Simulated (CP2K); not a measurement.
Cd:

```
CELL_PARAMETERS angstrom
3.13694 0.00000 0.00000
1.56847 2.71667 0.00000
1.56847 0.90556 2.56130
ATOMIC_POSITIONS crystal
Cd 0.00000 0.00000 0.00000
```

This isn't the form of Cd at room conditions, which is hcp.

Base run:

- Program: CP2K 2026.2
- Functional: PBE
- Potentials or basis: POTENTIAL_UZH Cd GTH-PBE0-q12; DZVP-MOLOPT-SR-GTH basis
- Density cutoff: 6123 eV
- k mesh: 10 × 10 × 10
- Occupations: fermi-dirac, width 0.05 eV
- Spin: no spin polarisation

Its results: band gap on the k mesh none (metal or under the smearing width); pressure 4.8 GPa.

Task: The run is repeated on the same cell with these changes: potentials or basis from POTENTIAL_UZH Cd GTH-PBE0-q12; DZVP-MOLOPT-SR-GTH basis to GTH_POTENTIALS Cd GTH-PBE-q12; DZVP-MOLOPT-SR-GTH basis; potentials from Cd GTH-PBE0-q12 of POTENTIAL_UZH to Cd GTH-PBE-q12 of GTH_POTENTIALS. What comes out?

Result: Band gap on the k mesh none (metal or under the smearing width); pressure 3.2 GPa.

Caveats: the basis of atomic orbitals isn't converged, which shifts pressures, moduli and gaps.
